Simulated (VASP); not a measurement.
# NaF (Villiaumite) (Fm-3m) in VASP: settings compared

One crystal, NaF (Villiaumite), is run at these levels: HSE06+D4, vdW-DF2; tasks: relaxation of cell and atoms.

All numbers are computed with VASP 6.6.1; they aren't measurements. Logs are shortened: lines on timing, memory, paths and dates and some standing lists are left out, and cuts for length are marked.

**1. The crystal as given**

The structure is cubic, space group Fm-3m (No. 225). Conventional cell: a = 4.640 Å, b = 4.640 Å, c = 4.640 Å, α = 90.00°, β = 90.00°, γ = 90.00°. Around Na (site symmetry m-3m) lie 6 F at 2.32 Å. F (site symmetry m-3m) has 6 Na at 2.32 Å as nearest neighbours.

**2. Relaxation of cell and atoms, HSE06+D4**

The input, POSCAR:

```
NaF
1.0
    0.0000000000      2.3200000000      2.3200000000
    2.3200000000      0.0000000000      2.3200000000
    2.3200000000      2.3200000000      0.0000000000
Na F
1 1
Cartesian
    0.0000000000      0.0000000000      0.0000000000
    2.3200000000      2.3200000000      2.3200000000
```

The input, INCAR.step1:

```
SYSTEM = NaF
ALGO = Normal ; EDIFF = 1E-5
ENCUT = 480 ; GGA = PE
ISMEAR = 0 ; LASPH = .True.
LCHARG = .False. ; LREAL = .False.
LWAVE = .True. ; NELM = 80
PREC = Accurate ; SIGMA = 0.05
```

The input, INCAR.step2:

```
SYSTEM = NaF
ALGO = Normal ; EDIFF = 1E-6
EDIFFG = -0.01 ; ENCUT = 480
GGA = PE ; HFSCREEN = 0.2
IBRION = 2 ; ISIF = 3
ISMEAR = 0 ; ISTART = 1
IVDW = 13 ; LASPH = .True.
LCHARG = .False. ; LHFCALC = .True.
LREAL = .False. ; LWAVE = .False.
NELM = 80 ; NSW = 40
PREC = Accurate ; PRECFOCK = Normal
SIGMA = 0.05
```

The input, KPOINTS:

```
k-points
0
Gamma
  5 5 5
  0 0 0
```

Potentials or basis: VASP PAW PBE potentials, release 64 (Na_pv, F_s).

Launch:

```sh
cat potpaw_PBE.64/Na_pv/POTCAR potpaw_PBE.64/F_s/POTCAR > POTCAR
cp INCAR.step1 INCAR
mpirun -np 1 vasp_std > vasp.out
cp INCAR.step2 INCAR
mpirun -np 1 vasp_std > vasp.out
```

OUTCAR:

```text
SYSTEM = NaF
   EDIFF = 1E-6
   EDIFFG = -0.01
   ENCUT = 480
   GGA = PE
   HFSCREEN = 0.2
   IBRION = 2
   ISIF = 3
   ISMEAR = 0
   ISTART = 1
   IVDW = 13
   LASPH = .True.
   LHFCALC = .True.
   LREAL = .False.
   NELM = 80
   NSW = 40
   PREC = Accurate
   PRECFOCK = Normal

 ion  position               nearest neighbor table
   1  0.000  0.000  0.000-   2 2.32   2 2.32   2 2.32   2 2.32   2 2.32   2 2.32
   2  0.500  0.500  0.500-   1 2.32   1 2.32   1 2.32   1 2.32   1 2.32   1 2.32

  LATTYP: Found a face centered cubic cell.
 ALAT       =     4.6400000000

  Lattice vectors:

 A1 = (   0.0000000000,   2.3200000000,   2.3200000000)
 A2 = (   2.3200000000,   0.0000000000,   2.3200000000)
 A3 = (   2.3200000000,   2.3200000000,   0.0000000000)

Analysis of symmetry for initial positions (statically):
=====================================================================
 Subroutine PRICEL returns:
 Original cell was already a primitive cell.

 Routine SETGRP: Setting up the symmetry group for a
 face centered cubic supercell.

 Subroutine GETGRP returns: Found 48 space group operations
 (whereof 48 operations were pure point group operations)
 out of a pool of 48 trial point group operations.

The static configuration has the point symmetry O_h .

Analysis of symmetry for dynamics (positions and initial velocities):
=====================================================================
 Subroutine PRICEL returns:
 Original cell was already a primitive cell.

 Routine SETGRP: Setting up the symmetry group for a
 face centered cubic supercell.

 Subroutine GETGRP returns: Found 48 space group operations
 (whereof 48 operations were pure point group operations)
 out of a pool of 48 trial point group operations.

The dynamic configuration has the point symmetry O_h .

 Subroutine INISYM returns: Found 48 space group operations
 (whereof 48 operations are pure point group operations),
 and found     1 'primitive' translations

----------------------------------------------------------------------------------------

                                     Primitive cell

  volume of cell :      24.9743

  direct lattice vectors                    reciprocal lattice vectors
     0.000000000  2.320000000  2.320000000    -0.215517241  0.215517241  0.215517241
     2.320000000  0.000000000  2.320000000     0.215517241 -0.215517241  0.215517241
     2.320000000  2.320000000  0.000000000     0.215517241  0.215517241 -0.215517241

  length of vectors
     3.280975465  3.280975465  3.280975465     0.373286812  0.373286812  0.373286812

  position of ions in fractional coordinates (direct lattice)
     0.000000000  0.000000000  0.000000000
     0.500000000  0.500000000  0.500000000

  ion indices of the primitive-cell ions
   primitive index   ion index
                 1           1
                 2           2

----------------------------------------------------------------------------------------

 KPOINTS: k-points

Automatic generation of k-mesh.
 Grid dimensions read from file:
 generate k-points for:    5    5    5

 Generating k-lattice:

  Cartesian coordinates                     Fractional coordinates (reciprocal lattice)
    -0.043103448  0.043103448  0.043103448     0.200000000  0.000000000  0.000000000
     0.043103448 -0.043103448  0.043103448     0.000000000  0.200000000  0.000000000
     0.043103448  0.043103448 -0.043103448     0.000000000  0.000000000  0.200000000

  Length of vectors
     0.074657362  0.074657362  0.074657362

  Shift w.r.t. Gamma in fractional coordinates (k-lattice)
     0.000000000  0.000000000  0.000000000

 Subroutine IBZKPT returns following result:
 ===========================================

 Found     10 irreducible k-points:

 Following reciprocal coordinates:
            Coordinates               Weight
  0.000000  0.000000  0.000000      1.000000
  0.200000  0.000000  0.000000      8.000000
  0.400000  0.000000  0.000000      8.000000
  0.200000  0.200000  0.000000      6.000000
  0.400000  0.200000  0.000000     24.000000
 -0.400000  0.200000  0.000000     24.000000
 -0.200000  0.200000  0.000000     12.000000
  0.400000  0.400000  0.000000      6.000000
 -0.400000  0.400000  0.000000     12.000000
 -0.400000  0.400000  0.200000     24.000000
   k-points           NKPTS =     10   k-points in BZ     NKDIM =    125   number of bands    NBANDS=     11
   number of dos      NEDOS =    301   number of ions     NIONS =      2
   total plane-waves  NPLWV =  13824
   dimension x,y,z NGX =    24 NGY =   24 NGZ =   24
   dimension x,y,z NGXF=    48 NGYF=   48 NGZF=   48
   ions per type =               1   1
   NGX,Y,Z   is equivalent  to a cutoff of  12.16, 12.16, 12.16 a.u.
   NGXF,Y,Z  is equivalent  to a cutoff of  24.32, 24.32, 24.32 a.u.
 SYSTEM =  NaF
   PREC   = accura    normal or accurate (medium, high low for compatibility)
   ISTART =      1    job   : 0-new  1-cont  2-samecut
   ICHARG =      0    charge: 1-file 2-atom 10-const
   ISPIN  =      1    spin polarized calculation?
   LNONCOLLINEAR =      F non collinear calculations
   LSORBIT =      F    spin-orbit coupling
   LASPH  =      T    aspherical Exc in radial PAW
   ENCUT  =  480.0 eV  35.28 Ry    5.94 a.u.   5.86  5.86  5.86*2*pi/ulx,y,z
   NELM   =     80;   NELMIN=  2; NELMDL=  0     # of ELM steps
   EDIFF  = 0.1E-05   stopping-criterion for ELM
   LREAL  =      F    real-space projection
   EDIFFG = -.1E-01   stopping-criterion for IOM
   NSW    =     40    number of steps for IOM
   IBRION =      2    ionic relax: 0-MD 1-quasi-New 2-CG
   NFREE  =      1    steps in history (QN), initial steepest desc. (CG)
   ISIF   =      3    stress and relaxation
   ISYM   =      3    0-nonsym 1-usesym 2-fastsym
   POTIM  = 0.5000    time-step for ionic-motion
   TEBEG  =    0.0;   TEEND  =   0.0 temperature during run
   PSTRESS=    0.0 pullay stress
   NELECT =      14.0000    total number of electrons
   NUPDOWN=      -1.0000    fix difference up-down
   EMIN   =  10.00;   EMAX   =-10.00  energy-range for DOS
   EFERMI =   0.00;   METHOD = LEGACY
   ISMEAR =     0;   SIGMA  =   0.05  broadening in eV -4-tet -1-fermi 0-gaus
   EFERMI_NEDOS =   21; number of points for ismear=-14 and -15
   IALGO  =     38    algorithm
   IMIX   =      1    mixing-type and parameters
     AMIX     =   0.40;   BMIX     =  1.00
     AMIX_MAG =   1.60;   BMIX_MAG =  1.00
  volume/ion in A,a.u.               =      12.49        84.27
  Fermi-wavevector in a.u.,A,eV,Ry     =   1.349852  2.550851 24.791186  1.822101
  Thomas-Fermi vector in A             =   2.477405
   LORBIT       =      0    0 simple, 1 ext, 2 COOP (PROOUT), +10 PAW based schemes
   GGA     = PE    functional components
   LHFCALC =     T    Hartree Fock is set to
   PRECFOCK=normal    Normal, Fast or Accurate (Low or Medium for compatibility)
   ENCUT4O =  -1.0   cutoff for four orbital integrals eV
   NKREDX  =     1    reduce k-point grid by
   NKREDY  =     1    reduce k-point grid by
   NKREDZ  =     1    reduce k-point grid by
   AEXX    =    0.2500 exact exchange contribution
   HFSCREEN=    0.2000 screening length (either q_TF or 0.3 A-1)
   HFSCREENC=   0.2000 screening length for correlation (either q_TF or 0.3 A-1)
   ENCUTFOCK=  -1.0 apply spherical cutoff to Coloumb kernel
   IVDW    =    13    specifies the selected vdW correction
   LEPSILON=     F    determine dielectric tensor
   LRPA    =     F    only Hartree local field effects (RPA)
 conjugate gradient relaxation of ions
 non-spin polarized calculation
 Gauss-broadening in eV      SIGMA  =   0.05
  energy-cutoff  :      480.00
  volume of cell :       24.97
 maximum number of plane-waves:       609
  NGX = 18; NGY = 18; NGZ = 18

--------------------------------------- Ionic step        1  -------------------------------------------

 number of electron      13.9999985 magnetization

 Free energy of the ion-electron system (eV)
  ---------------------------------------------------
  ext. energy  EPLUGINS =         0.00000000
  ---------------------------------------------------
  free energy    TOTEN  =       -10.32771115 eV

  energy without entropy =      -10.32771115  energy(sigma->0) =      -10.32771115

------------------------ aborting loop because EDIFF is reached ----------------------------------------

  DFT-D4 for vdW energy calculation

  Edisp (eV):   -0.09362

  FORCE on cell =-STRESS in cart. coord.  units (eV):
  Direction    XX          YY          ZZ          XY          YZ          ZX
  --------------------------------------------------------------------------------------
  -------------------------------------------------------------------------------------
  Total      -0.10503    -0.10503    -0.10503     0.00000     0.00000     0.00000
  in kB      -6.73778    -6.73778    -6.73778     0.00000     0.00000     0.00000
  external pressure =       -6.74 kB  Pullay stress =        0.00 kB
[... 61 lines left out ...]
  energy  without entropy=      -10.4218809308  energy(sigma->0) =      -10.42188093

--------------------------------------- Ionic step        3  -------------------------------------------

 number of electron      13.9999985 magnetization

 Free energy of the ion-electron system (eV)
  ---------------------------------------------------
  ext. energy  EPLUGINS =         0.00000000
  ---------------------------------------------------
  free energy    TOTEN  =       -10.32735167 eV

  energy without entropy =      -10.32735167  energy(sigma->0) =      -10.32735167

 E-fermi :  -3.3296     XC(G=0):  -7.5185

 val. band max:       -3.5606656216   @ k =   0.0000   0.0000   0.0000
 cond. band min:       4.9288707937   @ k =   0.0000   0.0000   0.0000
 fundamental gap:      8.4895364153
 Fermi energy:        -3.3295956117

 k-point     1 :       0.0000    0.0000    0.0000
  band No.  band energies     occupation
      1     -24.3178      2.00000
      2     -23.9267      2.00000
      3     -23.9267      2.00000
      4     -23.9267      2.00000
      5      -3.5607      2.00000
      6      -3.5607      2.00000
      7      -3.5607      2.00000
      8       4.9289      0.00000
      9      17.8789      0.00000
     10      17.8789      0.00000
     11      17.8789      0.00000
[... 157 lines left out ...]
  FREE ENERGIE OF THE ION-ELECTRON SYSTEM (eV)
  ---------------------------------------------------
  free  energy   TOTEN  =       -10.4219545383 eV

  energy  without entropy=      -10.4219545383  energy(sigma->0) =      -10.42195454

 reached required accuracy - stopping structural energy minimisation
```

It took 4.9 min on 1 thread of Intel Xeon 6975P-C (Granite Rapids), shared host; peak memory 0.23 GiB.

What came out:

* Free energy: -10.4220 eV
* Relaxed volume: 12.36 Å³/atom
* Relaxed cell: a = 3.270 Å, b = 3.270 Å, c = 3.270 Å, α = 60.00°, β = 60.00°, γ = 60.00°
* Space group after relaxing (to 0.05 Å): Fm-3m (No. 225)
* Energy gained by relaxing: 0.3 meV/atom
* Ionic steps: 3
* Pressure after relaxing: -0.1 GPa
* Band gap on the k mesh: 8.49 eV, direct
* Dispersion energy per atom: -0.047 eV

The path:
| step | energy change (eV) | largest force (eV/Å) | pressure (GPa) | volume (Å³) |
| --- | --- | --- | --- | --- |
| 1 | 0.0000 | 0.0000 | -0.67 | 24.97 |
| 2 | -0.0006 | 0.0000 | -0.21 | 24.79 |
| 3 | -0.0006 | 0.0000 | -0.10 | 24.73 |

Final structure:
```cif
data_structure
_symmetry_space_group_name_H-M 'P 1'
_symmetry_Int_Tables_number 1
_cell_length_a 3.2701
_cell_length_b 3.2701
_cell_length_c 3.2701
_cell_angle_alpha 60.000
_cell_angle_beta 60.000
_cell_angle_gamma 60.000
_cell_volume 24.73
loop_
_atom_site_label
_atom_site_type_symbol
_atom_site_fract_x
_atom_site_fract_y
_atom_site_fract_z
_atom_site_occupancy
Na1 Na 0.00000 0.00000 0.00000 1
F1 F 0.50000 0.50000 0.50000 1
```

Caveat: the k mesh is coarse (spacing up to 0.47 Å⁻¹), so the values aren't converged, least of all with exact exchange; the PAW data sets were made with another functional, which shifts forces and pressure a little.

(Continued in part 2 of 2.)
